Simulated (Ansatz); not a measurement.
**AgBr: levels along high-symmetry lines**

```
Ag Br
1.0
     0.00000    2.92045    2.92045
     2.92045    0.00000    2.92045
     2.92045    2.92045    0.00000
Ag Br
1 1
Cartesian
  0.0000 0.0000 0.0000
  2.9204 2.9204 2.9204
```

Atoms are numbered in the order listed.

Conventional cell: a = 5.841 Å, b = 5.841 Å, c = 5.841 Å, α = 90.00°, β = 90.00°, γ = 90.00°. Ag (atom 1) is surrounded by 6 Br at 2.92 Å. Br (atom 2) is surrounded by 6 Ag at 2.92 Å.

The cell was built from the rocksalt type and relaxed in the same program, and has space group Fm-3m; it needn't be a known or the stable phase.

Computed with Ansatz 0.2.0, DFT, PBE, all-electron LAPW, scalar-relativistic.

Sampling and basis: a Γ-centred 13×13×13 k mesh, Fermi–Dirac smearing of 0.03 eV, basis error target 0.25 meV/atom, no spin polarisation.

Points in fractions of the reciprocal vectors of this cell: Γ (0, 0, 0), X (0.5, 0, 0.5), U (0.625, 0.25, 0.625), K (0.375, 0.375, 0.75), L (0.5, 0.5, 0.5), W (0.5, 0.25, 0.75). The path joins them by straight lines in the order Γ–X–U–K–Γ–L–W–X; legs that retrace an earlier one aren't tabulated. Energies are in eV from the top of the valence band.

Problem. Metal or insulator at this level of theory?

Solution. An insulator or semiconductor: gap 0.69 eV, indirect from L (0.5, 0.5, 0.5) to Γ.

Problem. Tabulate bands 18 to 25, counted from the lowest band of the run, along the path.

Solution. 
| k (1/Å) | point | band 18 | band 19 | band 20 | band 21 | band 22 | band 23 | band 24 | band 25 |
| --- | --- | --- | --- | --- | --- | --- | --- | --- | --- |
| 0.00 | Γ | -2.59 | -2.59 | -1.75 | -1.75 | -1.75 | 0.69 | 9.94 | 9.94 |
| 0.27 |  | -2.62 | -2.57 | -1.68 | -1.68 | -1.57 | 1.82 | 8.73 | 8.91 |
| 0.54 |  | -2.70 | -2.52 | -1.71 | -1.71 | -1.53 | 3.19 | 6.69 | 7.91 |
| 0.81 |  | -2.73 | -2.47 | -1.98 | -1.98 | -1.80 | 2.28 | 7.34 | 7.89 |
| 1.08 | X | -2.58 | -2.45 | -2.23 | -2.23 | -2.16 | 1.71 | 7.15 | 8.86 |
| 1.17 |  | -2.58 | -2.23 | -2.22 | -2.17 | -2.09 | 1.81 | 7.15 | 8.80 |
| 1.27 |  | -2.56 | -2.24 | -2.18 | -1.99 | -1.82 | 2.10 | 7.14 | 8.64 |
| 1.36 |  | -2.51 | -2.25 | -2.13 | -1.92 | -1.46 | 2.52 | 7.06 | 8.41 |
| 1.46 | U | -2.46 | -2.27 | -2.06 | -1.88 | -1.09 | 3.00 | 6.84 | 8.14 |
| 1.62 |  | -2.40 | -2.28 | -2.06 | -1.82 | -1.04 | 3.48 | 6.63 | 7.91 |
| 1.79 |  | -2.35 | -2.29 | -2.08 | -1.76 | -1.09 | 3.89 | 6.35 | 7.75 |
| 1.95 |  | -2.40 | -2.28 | -2.06 | -1.82 | -1.04 | 3.48 | 6.63 | 7.91 |
| 2.11 | K | -2.46 | -2.27 | -2.06 | -1.88 | -1.09 | 3.00 | 6.84 | 8.14 |
| 2.40 |  | -2.35 | -2.33 | -1.85 | -1.82 | -0.22 | 4.59 | 5.48 | 7.50 |
| 2.69 |  | -2.46 | -2.38 | -1.91 | -1.65 | -0.19 | 3.68 | 6.49 | 7.54 |
| 2.97 |  | -2.55 | -2.51 | -1.95 | -1.67 | -1.01 | 1.84 | 8.53 | 8.71 |
| 3.26 | Γ | -2.59 | -2.59 | -1.75 | -1.75 | -1.75 | 0.69 | 9.94 | 9.94 |
| 3.49 |  | -2.55 | -2.55 | -2.10 | -1.33 | -1.33 | 1.50 | 8.62 | 9.54 |
| 3.72 |  | -2.46 | -2.46 | -2.14 | -0.69 | -0.69 | 2.82 | 7.16 | 8.25 |
| 3.95 |  | -2.36 | -2.36 | -2.05 | -0.19 | -0.19 | 3.70 | 6.40 | 7.24 |
| 4.19 | L | -2.32 | -2.32 | -2.00 | 0.00 | 0.00 | 3.88 | 6.29 | 6.87 |
| 4.38 |  | -2.33 | -2.32 | -2.01 | -0.38 | -0.14 | 4.35 | 5.36 | 7.14 |
| 4.57 |  | -2.36 | -2.31 | -2.05 | -1.11 | -0.55 | 4.43 | 5.31 | 7.83 |
| 4.76 |  | -2.35 | -2.29 | -2.08 | -1.76 | -1.09 | 3.89 | 6.35 | 7.75 |
| 4.95 | W | -2.23 | -2.23 | -2.12 | -2.12 | -1.39 | 3.72 | 7.14 | 7.67 |
| 5.08 |  | -2.23 | -2.23 | -2.16 | -2.13 | -1.44 | 3.28 | 7.38 | 7.73 |
| 5.22 |  | -2.27 | -2.24 | -2.23 | -2.17 | -1.63 | 2.50 | 7.22 | 8.44 |
| 5.35 |  | -2.44 | -2.26 | -2.23 | -2.21 | -1.95 | 1.92 | 7.16 | 8.74 |
| 5.49 | X | -2.58 | -2.45 | -2.23 | -2.23 | -2.16 | 1.71 | 7.15 | 8.86 |

Kohn–Sham gaps of semilocal functionals usually fall short of measured ones.
